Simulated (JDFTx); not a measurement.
# ZnS (F-43m) in JDFTx: reference runs

Reference runs on ZnS: the cell as given.

All numbers are computed with JDFTx 1.7.0 (patched build); they aren't measurements. Logs are shortened: lines on timing, memory, paths and dates and some standing lists are left out, and cuts for length are marked. The log counts tension as positive stress, the text compression.

**Measured values to compare with.**

From “Electronic, vibrational, and thermodynamic properties of ZnS (zincblende and rocksalt structure)”, 2009, arxiv:0911.5022, for a bulk crystal of ZnS at 19 K: band gap 3.85 eV (direct).

The results are compared with them further down.

## 1. The crystal as given

It takes space group F-43m (No. 216, cubic). Conventional cell: a = 5.404 Å, b = 5.404 Å, c = 5.404 Å, α = 90.00°, β = 90.00°, γ = 90.00°. Around Zn (site symmetry -43m) lie 4 S at 2.34 Å. S (site symmetry -43m) is surrounded by 4 Zn at 2.34 Å.

## 2. Single point, PBEsol

Input file ZnS.in:

```
lattice \
    0.0000000000     5.1060399887     5.1060399887 \
    5.1060399887     0.0000000000     5.1060399887 \
    5.1060399887     5.1060399887     0.0000000000
coords-type Lattice
ion Zn     0.7500000000     0.7500000000     0.7500000000 1
ion S      0.0000000000     0.0000000000     0.0000000000 1

ion-species pseudo/Zn.upf
ion-species pseudo/S.upf
elec-cutoff 42 336
elec-ex-corr gga-PBEsol
kpoint-folding 9 9 9
elec-smearing Fermi 0.0018374661
elec-n-bands 19
electronic-SCF nIterations 100 energyDiffThreshold 1e-09
electronic-minimize nIterations 30 energyDiffThreshold 1e-7
converge-empty-states yes
forces-output-coords Cartesian

dump-name run.$VAR
dump End Ecomponents EigStats BandEigs Kpoints Forces Stress ElecDensity Dtot KEdensity
```

Potentials or basis: PseudoDojo-SR-PBEsol-0.4.1-standard with smoothed tails.

Started as:

```
jdftx -c 1 -i ZnS.in -o ZnS.out
```

What it wrote:

```text
*************** JDFTx 1.7.0 (patched build) ***************

Input parsed successfully to the following command list (including defaults):
[... the input with its defaults ...]

---------- Setting up symmetries ----------

Found 48 point-group symmetries of the bravais lattice
Found 24 space-group symmetries with basis
Applied RMS atom displacement 0 bohrs to make symmetries exact.

---------- Initializing the Grid ----------
R =
[            0      5.10604      5.10604  ]
[      5.10604            0      5.10604  ]
[      5.10604      5.10604            0  ]
unit cell volume = 266.246
G =
[   -0.61527    0.61527    0.61527  ]
[    0.61527   -0.61527    0.61527  ]
[    0.61527    0.61527   -0.61527  ]
Minimum fftbox size, Smin = [  60  60  60  ]
Chosen fftbox size, S = [  60  60  60  ]

---------- Initializing tighter grid for wavefunction operations ----------
R =
[            0      5.10604      5.10604  ]
[      5.10604            0      5.10604  ]
[      5.10604      5.10604            0  ]
unit cell volume = 266.246
G =
[   -0.61527    0.61527    0.61527  ]
[    0.61527   -0.61527    0.61527  ]
[    0.61527    0.61527   -0.61527  ]
Minimum fftbox size, Smin = [  44  44  44  ]
Chosen fftbox size, S = [  48  48  48  ]

---------- Exchange Correlation functional ----------
Initalized PBEsol GGA exchange.
Initalized PBEsol GGA correlation.

---------- Setting up pseudopotentials ----------
Width of ionic core gaussian charges (only for fluid interactions / plotting) set to 0

Reading pseudopotential file 'pseudo/Zn.upf':
  'Zn' pseudopotential, 'PBESOL' functional
  Generated using ONCVPSP code by D. R. Hamann
  20 valence electrons, 4 orbitals, 6 projectors, 1001 radial grid points, with lMax = 2
    3S    l: 0   occupation:  2.0   eigenvalue: -4.737836
    3P    l: 1   occupation:  6.0   eigenvalue: -3.059602
    3D    l: 2   occupation: 10.0   eigenvalue: -0.373698
    4S    l: 0   occupation:  2.0   eigenvalue: -0.220431
  Core radius for overlap checks: 1.79 bohrs.

Reading pseudopotential file 'pseudo/S.upf':
  'S' pseudopotential, 'PBESOL' functional
  Generated using ONCVPSP code by D. R. Hamann
  6 valence electrons, 2 orbitals, 6 projectors, 1001 radial grid points, with lMax = 2
    3S    l: 0   occupation:  2.0   eigenvalue: -0.631879
    3P    l: 1   occupation:  4.0   eigenvalue: -0.256451
  Core radius for overlap checks: 1.58 bohrs.

Initialized 2 species with 2 total atoms.

Folded 1 k-points by 9x9x9 to 729 k-points.

---------- Setting up k-points, bands, fillings ----------
Adding inversion symmetry to k-mesh for non-inversion-symmetric unit cell.
Reduced to 35 k-points under symmetry.
Computing the number of bands and number of electrons
Calculating initial fillings.
nElectrons:  26.000000   nBands: 19   nStates: 35

----- Setting up reduced wavefunction bases (one per k-point) -----
average nbasis = 3461.069 , ideal nbasis = 3461.390

---------- Setting up ewald sum ----------
Optimum gaussian width for ewald sums = 2.319075 bohr.
Real space sum over 1331 unit cells with max indices [  5  5  5  ]
Reciprocal space sum over 2197 terms with max indices [  6  6  6  ]

---------- Allocating electronic variables ----------
Initializing wave functions:  linear combination of atomic orbitals
Note: number of bands (19) exceeds available atomic orbitals (14)
Zn pseudo-atom occupations:   s ( 2 2 )  p ( 6 )  d ( 10 )
S pseudo-atom occupations:   s ( 2 )  p ( 4 )
	FillingsUpdate:  mu: +0.351507367  nElectrons: 26.000000
LCAOMinimize: Iter:   0  F: -216.6851887922570370  |grad|_K:  2.700e-03  alpha:  1.000e+00
	FillingsUpdate:  mu: +0.324504132  nElectrons: 26.000000
LCAOMinimize: Iter:   1  F: -216.7121741393470415  |grad|_K:  3.929e-05  alpha:  5.683e-01  linmin: -1.083e-01  cgtest:  4.241e-01
LCAOMinimize: Encountered beta<0, resetting CG.
	FillingsUpdate:  mu: +0.324364002  nElectrons: 26.000000
LCAOMinimize: Iter:   2  F: -216.7121824689179732  |grad|_K:  9.525e-06  alpha:  8.540e-01  linmin: -5.758e-04  cgtest:  4.225e-03
	FillingsUpdate:  mu: +0.324452008  nElectrons: 26.000000
LCAOMinimize: Iter:   3  F: -216.7121828390384337  |grad|_K:  5.172e-07  alpha:  6.455e-01  linmin: -1.505e-04  cgtest: -1.831e-02
	FillingsUpdate:  mu: +0.324448034  nElectrons: 26.000000
LCAOMinimize: Iter:   4  F: -216.7121828404290511  |grad|_K:  4.692e-08  alpha:  8.230e-01  linmin:  8.708e-04  cgtest: -5.315e-03
LCAOMinimize: Converged (|Delta F|<1.000000e-06 for 2 iters).

-------- Electronic minimization -----------
Will mix electronic density at each iteration.
	FillingsUpdate:  mu: +0.324448034  nElectrons: 26.000000
	FillingsUpdate:  mu: +0.313699925  nElectrons: 26.000000
SCF: Cycle:  0   F: -216.786623655560703   dF: -7.444e-02   |Residual|: 1.058e-01   |deigs|: 1.279e-01
	FillingsUpdate:  mu: +0.303850675  nElectrons: 26.000000
SCF: Cycle:  1   F: -216.801281625627098   dF: -1.466e-02   |Residual|: 3.931e-02   |deigs|: 1.782e-02
	FillingsUpdate:  mu: +0.300000000  nElectrons: 26.000000
SCF: Cycle:  2   F: -216.802233314386058   dF: -9.517e-04   |Residual|: 1.111e-02   |deigs|: 3.630e-03
	FillingsUpdate:  mu: +0.300000000  nElectrons: 26.000000
SCF: Cycle:  3   F: -216.802257819156949   dF: -2.450e-05   |Residual|: 3.477e-03   |deigs|: 1.013e-03
	FillingsUpdate:  mu: +0.300000000  nElectrons: 26.000000
SCF: Cycle:  4   F: -216.802262871787264   dF: -5.053e-06   |Residual|: 9.714e-04   |deigs|: 1.300e-03
	FillingsUpdate:  mu: +0.300000000  nElectrons: 26.000000
SCF: Cycle:  5   F: -216.802263527817900   dF: -6.560e-07   |Residual|: 4.235e-04   |deigs|: 3.073e-04
	FillingsUpdate:  mu: +0.300000000  nElectrons: 26.000000
SCF: Cycle:  6   F: -216.802263722675519   dF: -1.949e-07   |Residual|: 1.443e-04   |deigs|: 1.732e-04
	FillingsUpdate:  mu: +0.300000000  nElectrons: 26.000000
SCF: Cycle:  7   F: -216.802263777336151   dF: -5.466e-08   |Residual|: 7.259e-05   |deigs|: 1.930e-04
	FillingsUpdate:  mu: +0.300000000  nElectrons: 26.000000
SCF: Cycle:  8   F: -216.802263795714651   dF: -1.838e-08   |Residual|: 4.504e-05   |deigs|: 1.929e-04
	FillingsUpdate:  mu: +0.300000000  nElectrons: 26.000000
SCF: Cycle:  9   F: -216.802263802867373   dF: -7.153e-09   |Residual|: 1.795e-05   |deigs|: 2.362e-04
	FillingsUpdate:  mu: +0.300000000  nElectrons: 26.000000
SCF: Cycle: 10   F: -216.802263805122607   dF: -2.255e-09   |Residual|: 4.832e-06   |deigs|: 2.700e-04
	FillingsUpdate:  mu: +0.300000000  nElectrons: 26.000000
SCF: Cycle: 11   F: -216.802263805903834   dF: -7.812e-10   |Residual|: 3.183e-06   |deigs|: 4.118e-04
	FillingsUpdate:  mu: +0.300000000  nElectrons: 26.000000
SCF: Cycle: 12   F: -216.802263806238074   dF: -3.342e-10   |Residual|: 1.208e-06   |deigs|: 3.627e-04
SCF: Converged (|Delta E|<1.000000e-09 for 2 iters).

Setting wave functions to eigenvectors of Hamiltonian
Converging empty states (this may take a while): |deigs|: 8.233e-04

# Stress tensor in Cartesian coordinates [Eh/a0^3]:
[  6.88186e-05            0            0  ]
[            0  6.88186e-05            0  ]
[            0            0  6.88186e-05  ]

# Ionic positions in lattice coordinates:
ion Zn   0.750000000000000   0.750000000000000   0.750000000000000 1
ion S   0.000000000000000   0.000000000000000   0.000000000000000 1

# Forces in Cartesian coordinates:
force Zn  -0.000000000000000   0.000000000000000  -0.000000000000000 1
force S   0.000000000000000   0.000000000000000  -0.000000000000000 1

# Energy components:
   Eewald =     -107.2976564015457797
       EH =       92.1704929006456553
     Eloc =     -229.1497186109680513
      Enl =      -46.5001914975552353
      Exc =      -25.4081423687456258
 Exc_core =        3.1912310890546705
       KE =       96.1917210828790417
-------------------------------------
     Etot =     -216.8022638062353735
       TS =        0.0000000000027059
-------------------------------------
        F =     -216.8022638062380736

IonicMinimize: Iter:   0  F: -216.802263806238074  |grad|_K:  2.067e-36
IonicMinimize: Converged (|grad|_K<1.000000e-04).

#--- Lowdin population analysis ---
# oxidation-state Zn +1.256
# oxidation-state S -1.038

Dumping 'run.eigStats' ...
	eMin: -4.313895 at state 0 ( [ +0.000000 +0.000000 +0.000000 ] spin 0 )
	HOMO: +0.264800 at state 0 ( [ +0.000000 +0.000000 +0.000000 ] spin 0 )
	mu  : +0.300000
	LUMO: +0.337409 at state 0 ( [ +0.000000 +0.000000 +0.000000 ] spin 0 )
	eMax: +0.771792 at state 32 ( [ +0.111111 +0.444444 -0.444444 ] spin 0 )
	HOMO-LUMO gap: +0.072609
	Optical gap  : +0.072609 at state 0 ( [ +0.000000 +0.000000 +0.000000 ] spin 0 )
Done!
[note: the Lowdin charges miss the electrons that lie outside the files' atomic orbitals]
[note: mu as printed may lie anywhere between the filled and the empty levels]
```

It took 2 min on 1 thread of AMD EPYC 7R43 (Zen 3), shared host; peak memory 0.15 GiB.

Results:

```
Free energy            : -5899.4901 eV
Pressure               : -2.0 GPa
Band gap on the k mesh : 1.98 eV, direct
```

## 3. How close it comes

Step 2. Measured gap of ZnS: 3.85 eV (direct; 19 K; quoted in “Electronic, vibrational, and thermodynamic properties of ZnS (zincblende and rocksalt structure)”, 2009, arxiv:0911.5022). This calculation gives 1.98 eV (-1.87 eV). The value is that of PBEsol, without temperature or zero-point motion. Semilocal functionals fall short of measured gaps as a rule.
